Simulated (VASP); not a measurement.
A run of VASP 6.6.1 is set up as follows.

The input INCAR:

```
SYSTEM = InGa3N
  PREC = Accurate
  ENCUT = 520
  EDIFF = 1E-6
  ISMEAR = -1
  SIGMA = 0.15
  LREAL = .FALSE.
  LASPH = .TRUE.
  NELM = 100
  ALGO = Fast
  ISIF = 2
  LWAVE = .FALSE.
  LCHARG = .FALSE.
  GGA = PE
  NBANDS = 36
```

File KPOINTS:

```
regular mesh
0
G
  8 8 8
  0 0 0
```

The input POSCAR:

```
InGa3N
1.0
    4.4600834803      0.0000000000      0.0000000000
    0.0000000000      4.4600834803      0.0000000000
    0.0000000000      0.0000000000      4.4600834803
In Ga N
1 3 1
Direct
    0.0000000000      0.0000000000      0.0000000000
    0.5000000000      0.5000000000      0.0000000000
    0.0000000000      0.5000000000      0.5000000000
    0.5000000000      0.0000000000      0.5000000000
    0.5000000000      0.5000000000      0.5000000000
```

Potentials or basis: VASP PAW PBE potentials, release 64 (In_d, Ga_d, N).

Command:

```console
$ cat potpaw_PBE.64/In_d/POTCAR potpaw_PBE.64/Ga_d/POTCAR potpaw_PBE.64/N/POTCAR > POTCAR
$ mpirun -np 1 vasp_std > vasp.out
```

Estimate the pressure.

0.2 GPa.

Predict the band gap on the k mesh.

none (metal or under the smearing width).
